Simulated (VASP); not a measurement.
# MgO: O into a neighbouring O vacancy, part 2 of 2

Wanted: the minimum-energy path in MgO for this move: O into a neighbouring O vacancy. The start is a computed cell from the Materials Project.

VASP 6.6.1; PBEsol; plane waves and PAW (Mg, O).

So far. Step 3 (Relax the start): The run ended after 9 ionic steps, 2.471 eV below its first step, once the forces on the free atoms met EDIFFG = -0.05. Step 4 (Relax the end): The run ended after 9 ionic steps, 2.576 eV below its first step, once the forces on the free atoms met EDIFFG = -0.05.

### 5. Nudged elastic band

Images on a straight line between the ends relax across the path, while springs keep them spaced along it.

This cell carries charge +2, set by NELECT and balanced by a uniform background.

INCAR reads:

```
SYSTEM = Mg27O26
PREC = Normal
ENCUT = 400
EDIFF = 1E-05
NELM = 120
ISMEAR = 0
SIGMA = 0.05
LREAL = Auto
ALGO = Fast
GGA = PS
NELECT = 208
NBANDS = 144
LWAVE = .FALSE.
LCHARG = .FALSE.
NCORE = 2
LASPH = .TRUE.
IMAGES = 3
SPRING = -5
IBRION = 1
POTIM = 0.3
NSW = 50
EDIFFG = -0.05
ISYM = 0
ISIF = 0
```

POSCAR reads:

```
Mg27O26
1.0
    0.0000000000      6.3167374278      6.3167374278
    6.3167374278      0.0000000000      6.3167374278
    6.3167374278      6.3167374278      0.0000000000
Mg O
27 26
Direct
    0.9993119968      0.9994149881      0.0003359133
    0.9856601034      0.9851834210      0.3475244062
    0.9991624787      0.9993174995      0.6677911304
    0.9846008373      0.3473569339      0.9864154867
    0.9844203050      0.3476570842      0.3482787174
    0.9979059086      0.3340530698      0.6673254760
    0.9991241604      0.6671408717      0.0000566178
    0.9985664441      0.6664890048      0.3343079442
    0.9983926273      0.6661807787      0.6666170176
    0.3478908023      0.9850896618      0.9861441095
    0.3465305990      0.9858704578      0.3485837228
    0.3336491553      0.9990255577      0.6675220245
    0.3465613159      0.3475222702      0.9860413531
    0.3322548048      0.3336796501      0.3340188983
    0.3327546403      0.3332830842      0.6667179460
    0.3342230413      0.6664062664      0.9991784043
    0.3334801679      0.6656778493      0.3339432634
    0.3337565904      0.6665875910      0.6672053114
    0.6665915734      0.9993779456      0.0002522730
    0.6658250312      0.9989320579      0.3346797880
    0.6666721837      0.9983862932      0.6667300029
    0.6656014482      0.3339827049      0.9994460797
    0.6651278057      0.3328289136      0.3344744523
    0.6659072259      0.3340274828      0.6673308190
    0.6665399496      0.6658365885      0.9995320394
    0.6658589931      0.6667144904      0.3349864714
    0.6660567245      0.6666248873      0.6669208666
    0.1652260719      0.1669734215      0.4943790229
    0.1660927828      0.1661695030      0.8409859242
    0.1655780425      0.4937022397      0.1669785512
    0.1650539770      0.5000755523      0.5007458526
    0.1657411662      0.4930806364      0.8404501773
    0.1668577012      0.8391987614      0.1667877077
    0.1662916393      0.8396361579      0.4937471171
    0.1671605376      0.8329302228      0.8333937746
    0.4918032141      0.1668024380      0.1671921458
    0.4992604782      0.1655091739      0.5009017643
    0.4933409834      0.1662360703      0.8399294311
    0.4998963239      0.4996546125      0.1663399037
    0.4996584079      0.4999692934      0.5011103724
    0.5017416997      0.5023880280      0.8312393921
    0.4931746229      0.8395372265      0.1673326224
    0.5017714951      0.8308703670      0.5033512867
    0.5027463706      0.8301959618      0.8310557763
    0.8390363017      0.1662041926      0.1671685561
    0.8392887640      0.1660272521      0.4938908804
    0.8321919360      0.1670543410      0.8337135456
    0.8388499935      0.4931135851      0.1674217674
    0.8296738202      0.5026697652      0.5032254773
    0.8299369451      0.5021076886      0.8310516858
    0.8322527972      0.8330260064      0.1678243597
    0.8303931906      0.8304908770      0.5023790031
    0.8329050876      0.8321692986      0.8331943921
```

KPOINTS reads:

```
Automatic mesh
0
Gamma
2 2 2
0 0 0
```

00/POSCAR reads:

```
Mg27O26
1.0
    0.0000000000      6.3167374278      6.3167374278
    6.3167374278      0.0000000000      6.3167374278
    6.3167374278      6.3167374278      0.0000000000
Mg O
27 26
Direct
    0.9993119968      0.9994149881      0.0003359133
    0.9856601034      0.9851834210      0.3475244062
    0.9991624787      0.9993174995      0.6677911304
    0.9846008373      0.3473569339      0.9864154867
    0.9844203050      0.3476570842      0.3482787174
    0.9979059086      0.3340530698      0.6673254760
    0.9991241604      0.6671408717      0.0000566178
    0.9985664441      0.6664890048      0.3343079442
    0.9983926273      0.6661807787      0.6666170176
    0.3478908023      0.9850896618      0.9861441095
    0.3465305990      0.9858704578      0.3485837228
    0.3336491553      0.9990255577      0.6675220245
    0.3465613159      0.3475222702      0.9860413531
    0.3322548048      0.3336796501      0.3340188983
    0.3327546403      0.3332830842      0.6667179460
    0.3342230413      0.6664062664      0.9991784043
    0.3334801679      0.6656778493      0.3339432634
    0.3337565904      0.6665875910      0.6672053114
    0.6665915734      0.9993779456      0.0002522730
    0.6658250312      0.9989320579      0.3346797880
    0.6666721837      0.9983862932      0.6667300029
    0.6656014482      0.3339827049      0.9994460797
    0.6651278057      0.3328289136      0.3344744523
    0.6659072259      0.3340274828      0.6673308190
    0.6665399496      0.6658365885      0.9995320394
    0.6658589931      0.6667144904      0.3349864714
    0.6660567245      0.6666248873      0.6669208666
    0.1652260719      0.1669734215      0.4943790229
    0.1660927828      0.1661695030      0.8409859242
    0.1655780425      0.4937022397      0.1669785512
    0.1650539770      0.5000755523      0.5007458526
    0.1657411662      0.4930806364      0.8404501773
    0.1668577012      0.8391987614      0.1667877077
    0.1662916393      0.8396361579      0.4937471171
    0.1671605376      0.8329302228      0.8333937746
    0.4918032141      0.1668024380      0.1671921458
    0.4992604782      0.1655091739      0.5009017643
    0.4933409834      0.1662360703      0.8399294311
    0.4998963239      0.4996546125      0.1663399037
    0.4996584079      0.4999692934      0.5011103724
    0.5017416997      0.5023880280      0.8312393921
    0.4931746229      0.8395372265      0.1673326224
    0.5017714951      0.8308703670      0.5033512867
    0.5027463706      0.8301959618      0.8310557763
    0.8390363017      0.1662041926      0.1671685561
    0.8392887640      0.1660272521      0.4938908804
    0.8321919360      0.1670543410      0.8337135456
    0.8388499935      0.4931135851      0.1674217674
    0.8296738202      0.5026697652      0.5032254773
    0.8299369451      0.5021076886      0.8310516858
    0.8322527972      0.8330260064      0.1678243597
    0.8303931906      0.8304908770      0.5023790031
    0.8329050876      0.8321692986      0.8331943921
```

01/POSCAR reads:

```
Mg27O26
1.0
    0.0000000000      6.3167374278      6.3167374278
    6.3167374278      0.0000000000      6.3167374278
    6.3167374278      6.3167374278      0.0000000000
Mg O
27 26
Direct
    0.9992863098      0.9994496913      0.0005728215
    0.9889892936      0.9888922572      0.3440236164
    0.9955511688      0.9958800858      0.6712775699
    0.9880974106      0.3440728847      0.9898922205
    0.9846576106      0.3475757712      0.3409798900
    0.9946704213      0.3374039022      0.6709093852
    0.9989192070      0.6669434430      0.0001765707
    0.9986163257      0.6666154592      0.3342029746
    0.9980567404      0.6663769167      0.6671911218
    0.3444273057      0.9882811020      0.9896657432
    0.3466817621      0.9858931712      0.3411929169
    0.3369603306      0.9957070510      0.6708792044
    0.3433345430      0.3438313327      0.9893446812
    0.3358990068      0.3372916154      0.3303162310
    0.3327196247      0.3333559048      0.6668671038
    0.3340396238      0.6663585967      0.9994781938
    0.3332519730      0.6660225602      0.3338452312
    0.3334764339      0.6664752767      0.6672211943
    0.6665067023      0.9990319118      0.0003365937
    0.6660255633      0.9991699640      0.3343305082
    0.6664404045      0.9985087486      0.6669962284
    0.6657282337      0.3340203451      0.9997197391
    0.6652519985      0.3333297963      0.3339981944
    0.6658626320      0.3337304985      0.6673258446
    0.6662635509      0.6659711603      0.9998628662
    0.6658443277      0.6665947019      0.3344884402
    0.6659907250      0.6665173764      0.6672453228
    0.1655307157      0.1668348756      0.4140476522
    0.1661219775      0.1662376288      0.8375257394
    0.1657408869      0.4935494160      0.1685826962
    0.1651244917      0.4984952936      0.5007633543
    0.1655433054      0.4948933205      0.8388552422
    0.1667583714      0.8375940904      0.1668522841
    0.1660819338      0.8398125426      0.4954447432
    0.1668535492      0.8346017928      0.8318751290
    0.4921780052      0.1667628249      0.1686881393
    0.4975764935      0.1658950331      0.5006873457
    0.4949891242      0.1658940502      0.8384180256
    0.5002641649      0.5004918272      0.1659201197
    0.4995566604      0.5000210400      0.5008070328
    0.5012850257      0.5016883416      0.8319084545
    0.4952996590      0.8372369284      0.1666960966
    0.4994854271      0.8331387785      0.5025546686
    0.5025151148      0.8301829546      0.8323267033
    0.8373833306      0.1665842285      0.1670837898
    0.8392820753      0.1661763936      0.4954821686
    0.8339878930      0.1668387373      0.8321659481
    0.8366404811      0.4954713202      0.1666842738
    0.8320943514      0.5002270692      0.5025322152
    0.8298672541      0.5022047552      0.8324802870
    0.8322779716      0.8329028447      0.1676272547
    0.8307476468      0.8311349766      0.5021512332
    0.8320697034      0.8317705079      0.8340560814
```

02/POSCAR reads:

```
Mg27O26
1.0
    0.0000000000      6.3167374278      6.3167374278
    6.3167374278      0.0000000000      6.3167374278
    6.3167374278      6.3167374278      0.0000000000
Mg O
27 26
Direct
    0.9992606228      0.9994843946      0.0008097298
    0.9923184838      0.9926010933      0.3405228266
    0.9919398588      0.9924426720      0.6747640094
    0.9915939839      0.3407888356      0.9933689542
    0.9848949162      0.3474944581      0.3336810627
    0.9914349340      0.3407547347      0.6744932943
    0.9987142536      0.6667460142      0.0002965236
    0.9986662072      0.6667419135      0.3340980049
    0.9977208534      0.6665730547      0.6677652261
    0.3409638092      0.9914725421      0.9931873770
    0.3468329252      0.9859158846      0.3338021110
    0.3402715060      0.9923885443      0.6742363842
    0.3401077702      0.3401403952      0.9926480093
    0.3395432089      0.3409035808      0.3266135638
    0.3326846090      0.3334287253      0.6670162616
    0.3338562063      0.6663109271      0.9997779833
    0.3330237780      0.6663672712      0.3337471990
    0.3331962774      0.6663629624      0.6672370772
    0.6664218312      0.9986858781      0.0004209144
    0.6662260954      0.9994078700      0.3339812283
    0.6662086252      0.9986312040      0.6672624539
    0.6658550192      0.3340579853      0.9999933984
    0.6653761914      0.3338306790      0.3335219364
    0.6658180382      0.3334335142      0.6673208702
    0.6659871522      0.6661057322      1.0001936930
    0.6658296624      0.6664749134      0.3339904090
    0.6659247255      0.6664098655      0.6675697790
    0.1658353595      0.1666963298      0.3337162816
    0.1661511722      0.1663057547      0.8340655545
    0.1659037312      0.4933965924      0.1701868413
    0.1651950064      0.4969150348      0.5007808560
    0.1653454445      0.4967060046      0.8372603071
    0.1666590416      0.8359894193      0.1669168604
    0.1658722284      0.8399889274      0.4971423692
    0.1665465608      0.8362733629      0.8303564834
    0.4925527962      0.1667232118      0.1701841328
    0.4958925088      0.1662808922      0.5004729270
    0.4966372650      0.1655520301      0.8369066200
    0.5006320058      0.5013290420      0.1655003358
    0.4994549128      0.5000727866      0.5005036931
    0.5008283518      0.5009886552      0.8325775170
    0.4974246952      0.8349366304      0.1660595708
    0.4971993592      0.8354071900      0.5017580506
    0.5022838589      0.8301699473      0.8335976304
    0.8357303596      0.1669642644      0.1669990236
    0.8392753866      0.1663255352      0.4970734568
    0.8357838500      0.1666231336      0.8306183506
    0.8344309687      0.4978290554      0.1659467802
    0.8345148825      0.4977843733      0.5018389531
    0.8297975631      0.5023018218      0.8339088882
    0.8323031460      0.8327796830      0.1674301497
    0.8311021030      0.8317790762      0.5019234632
    0.8312343192      0.8313717172      0.8349177708
```

03/POSCAR reads:

```
Mg27O26
1.0
    0.0000000000      6.3167374278      6.3167374278
    6.3167374278      0.0000000000      6.3167374278
    6.3167374278      6.3167374278      0.0000000000
Mg O
27 26
Direct
    0.9992349359      0.9995190978      0.0010466380
    0.9956476740      0.9963099294      0.3370220368
    0.9883285488      0.9890052583      0.6782504490
    0.9950905572      0.3375047864      0.9968456880
    0.9851322218      0.3474131450      0.3263822354
    0.9881994468      0.3441055672      0.6780772035
    0.9985093001      0.6665485854      0.0004164764
    0.9987160888      0.6668683679      0.3339930353
    0.9973849664      0.6667691927      0.6683393304
    0.3375003126      0.9946639822      0.9967090108
    0.3469840883      0.9859385981      0.3264113051
    0.3435826814      0.9890700376      0.6775935641
    0.3368809974      0.3364494578      0.9959513374
    0.3431874110      0.3445155461      0.3229108966
    0.3326495934      0.3335015459      0.6671654195
    0.3336727888      0.6662632574      1.0000777728
    0.3327955830      0.6667119822      0.3336491667
    0.3329161210      0.6662506482      0.6672529600
    0.6663369602      0.9983398444      0.0005052352
    0.6664266275      0.9996457760      0.3336319484
    0.6659768459      0.9987536594      0.6675286794
    0.6659818048      0.3340956256      1.0002670578
    0.6655003842      0.3343315617      0.3330456784
    0.6657734444      0.3331365298      0.6673158958
    0.6657107535      0.6662403040      1.0005245198
    0.6658149970      0.6663551250      0.3334923777
    0.6658587260      0.6663023546      0.6678942351
    0.1661400033      0.1665577840      0.2533849109
    0.1661803670      0.1663738806      0.8306053696
    0.1660665756      0.4932437687      0.1717909864
    0.1652655210      0.4953347761      0.5007983578
    0.1651475837      0.4985186887      0.8356653720
    0.1665597117      0.8343847482      0.1669814368
    0.1656625230      0.8401653121      0.4988399953
    0.1662395723      0.8379449329      0.8288378379
    0.4929275873      0.1666835988      0.1716801264
    0.4942085240      0.1666667514      0.5002585084
    0.4982854057      0.1652100099      0.8353952144
    0.5009998468      0.5021662568      0.1650805518
    0.4993531652      0.5001245331      0.5002003534
    0.5003716778      0.5002889688      0.8332465794
    0.4995497313      0.8326363324      0.1654230450
    0.4949132912      0.8376756015      0.5009614325
    0.5020526031      0.8301569400      0.8348685574
    0.8340773885      0.1673443002      0.1669142573
    0.8392686978      0.1664746768      0.4986647450
    0.8375798070      0.1664075299      0.8290707532
    0.8322214563      0.5001867905      0.1652092865
    0.8369354137      0.4953416774      0.5011456910
    0.8297278720      0.5023988884      0.8353374895
    0.8323283205      0.8326565212      0.1672330447
    0.8314565591      0.8324231757      0.5016956933
    0.8303989349      0.8309729266      0.8357794602
```

04/POSCAR reads:

```
Mg27O26
1.0
    0.0000000000      6.3167374278      6.3167374278
    6.3167374278      0.0000000000      6.3167374278
    6.3167374278      6.3167374278      0.0000000000
Mg O
27 26
Direct
    0.9992092489      0.9995538010      0.0012835462
    0.9989768642      1.0000187656      0.3335212470
    0.9847172389      0.9855678446      0.6817368885
    0.9985871305      0.3342207372      1.0003224218
    0.9853695274      0.3473318320      0.3190834080
    0.9849639595      0.3474563996      0.6816611127
    0.9983043467      0.6663511567      0.0005364293
    0.9987659704      0.6669948223      0.3338880657
    0.9970490795      0.6669653307      0.6689134346
    0.3340368160      0.9978554224      1.0002306445
    0.3471352514      0.9859613115      0.3190204992
    0.3468938567      0.9857515309      0.6809507440
    0.3336542245      0.3327585203      0.9992546655
    0.3468316130      0.3481275114      0.3192082293
    0.3326145778      0.3335743664      0.6673145773
    0.3334893713      0.6662155877      1.0003775623
    0.3325673881      0.6670566931      0.3335511345
    0.3326359645      0.6661383339      0.6672688429
    0.6662520891      0.9979938106      0.0005895559
    0.6666271596      0.9998836821      0.3332826686
    0.6657450667      0.9988761148      0.6677949049
    0.6661085903      0.3341332658      1.0005407172
    0.6656245771      0.3348324444      0.3325694205
    0.6657288505      0.3328395455      0.6673109214
    0.6654343548      0.6663748758      1.0008553466
    0.6658003317      0.6662353365      0.3329943465
    0.6657927265      0.6661948437      0.6682186913
    0.1664446471      0.1664192381      0.1730535402
    0.1662095617      0.1664420064      0.8271451848
    0.1662294200      0.4930909450      0.1733951314
    0.1653360357      0.4937545174      0.5008158595
    0.1649497228      0.5003313728      0.8340704369
    0.1664603819      0.8327800772      0.1670460131
    0.1654528175      0.8403416968      0.5005376214
    0.1659325839      0.8396165030      0.8273191923
    0.4933023784      0.1666439857      0.1731761199
    0.4925245393      0.1670526106      0.5000440897
    0.4999335465      0.1648679898      0.8338838089
    0.5013676878      0.5030034715      0.1646607678
    0.4992514177      0.5001762797      0.4998970138
    0.4999150038      0.4995892824      0.8339156418
    0.5016747674      0.8303360343      0.1647865192
    0.4926272232      0.8399440130      0.5001648144
    0.5018213472      0.8301439328      0.8361394844
    0.8324244175      0.1677243361      0.1668294910
    0.8392620091      0.1666238183      0.5002560332
    0.8393757640      0.1661919262      0.8275231557
    0.8300119439      0.5025445256      0.1644717929
    0.8393559449      0.4928989814      0.5004524289
    0.8296581810      0.5024959550      0.8367660907
    0.8323534949      0.8325333595      0.1670359397
    0.8318110153      0.8330672753      0.5014679234
    0.8295635507      0.8305741359      0.8366411495
```

PAW data sets: Mg and O (PBE family, release 64).

Started as:

```bash
$ mpirun -np 6 vasp_std
```

It took 11 min on 6 MPI ranks of AMD EPYC 9R45, shared host; peak memory 1.8 GiB.

The path, image by image:

| image | path (A) | energy (eV) | O28: x, y, z (Å) |
| --- | --- | --- | --- |
| 0 | 0.000 | 0.0000 | 4.178, 4.167, 2.098 |
| 1 | 0.846 | 0.9685 | 3.701, 3.700, 2.100 |
| 2 | 1.689 | 2.1367 | 3.159, 3.157, 2.100 |
| 3 | 2.531 | 0.9663 | 2.617, 2.613, 2.098 |
| 4 | 3.377 | 0.0003 | 2.144, 2.145, 2.103 |

Numbers from this step:

- electronic cycles: 78
- path length: 3.377 Å
- barrier: 2.137 eV
- barrier in the reverse direction: 2.136 eV
- barrier from a spline through the images: 2.137 eV
- reaction energy: 3.35e-4 eV

What the program prints for this run, and its count of cycles, belong to image 1; the force that counts for the threshold is the band's, across the path.

### 6. What came out

```json
{"hop": "O into a neighbouring O vacancy", "barrier": "2.14 eV", "barrier in the reverse direction": "2.14 eV", "barrier from a spline through the images": "2.14 eV", "reaction energy": "3.4e-4 eV", "path length": "3.38 Å"}
```

**Reading.** The barrier is 2.14 eV forwards and 2.14 eV backwards. With an attempt frequency of 10¹³ per second, taken as a typical value, this barrier gives about 10^-23 hops a second at 300 K. Both ends are alike and an image sits at the midpoint, which is the saddle if the path is symmetric. The band met its force threshold after 12 steps. Cell and mesh are small and were not tested. The band started on a straight line, so other routes may lie lower.

[Lines on the potential files, build, host, timing and source positions are cut from VASP's logs without a mark.]

[Logs are printed without paths, hosts, clocks, repeated set-up lines and the standing remarks that a program may print on its own settings, such as how far it seeks lower states.]

[Hosts, paths, dates, database ids (printed as entryN), source tags and the programs' standing remarks are cut or masked in the printed files.]

[Runs that stopped without an error message from VASP are left out.]
